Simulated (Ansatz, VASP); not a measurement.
**One calculation of Mo, two programs**

```
Mo
1.0
    -1.58381    1.58381    1.58381
     1.58381   -1.58381    1.58381
     1.58381    1.58381   -1.58381
Mo
1
Direct
  0.00000 0.00000 0.00000
```

Alike in both runs: task relaxation of cell and atoms; functional RPBE; k mesh 12 × 12 × 12; occupations fermi-dirac, width 0.05 eV; no spin polarisation.

```csv
,VASP,Ansatz
version,VASP 6.6.1,Ansatz 0.2.0
potentials or method,"VASP PAW PBE potentials, release 64 (Mo_sv)",Ansatz PAW
plane-wave cutoff (eV),600,420
valence electrons in the cell,14,14
```

|  | VASP | Ansatz | Ansatz less VASP |
| --- | --- | --- | --- |
| gap on the k mesh at the Fermi level, each at its own relaxed structure (eV) | none | none | - |
| relaxed volume (Å³/atom) | 16.02 | 15.99 | -0.023 |
| relaxed cell length with the largest relative difference (Å) | 2.750 | 2.749 | -0.0013 |

A gap of «none» marks a metal or a gap that the smearing closes.

Caveats: the PAW data sets were made with another functional, which shifts forces and pressure a little (VASP); the plane-wave basis is chosen anew once the cell has moved, so the energies of steps on either side of that aren't comparable (Ansatz); the PAW data sets come from PBE, with cores solved anew for the run's functional, which leaves a small shift of forces and pressure (Ansatz).
